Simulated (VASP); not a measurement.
Runs of VASP 6.6.1 on MnO. It takes space group Fm-3m (No. 225, cubic). Conventional cell: a = 4.444 Å, b = 4.444 Å, c = 4.444 Å, α = 90.00°, β = 90.00°, γ = 90.00°. Mn (site symmetry m-3m) has 6 O at 2.22 Å as nearest neighbours. O (site symmetry m-3m) is surrounded by 6 Mn at 2.22 Å. 

| spin | gap on the mesh (eV) | pressure (GPa) | moment (μB) |
| --- | --- | --- | --- |
| collinear, random start | none | (a) | 9.16 |
| non-collinear, random start | 0.73 | -14.2 | 0.01 |
| off | none | -46.4 | - |
| collinear, ferromagnetic start | none | -16.4 | 9.16 |

Alike in all rows: task single point; level LDA; potentials or basis VASP PAW LDA potentials, release 64 (Mn_pv, O); cell as given; k mesh 8 × 8 × 8; cutoff (eV) 520; smearing fermi-dirac 0.05 eV.

Task: Estimate the missing entries.

Result: (a) -16.3.

Caveats: semilocal functionals often make such compounds metallic where correlation or magnetic order opens a gap, which also shifts bond lengths (some runs); a pressure of tens of GPa on the cell as given is suspect, and the run, the potentials or the cell itself is likely at fault (some runs).

A k mesh can miss the band edges.

A gap of «none» marks a metal or a gap under the smearing width.
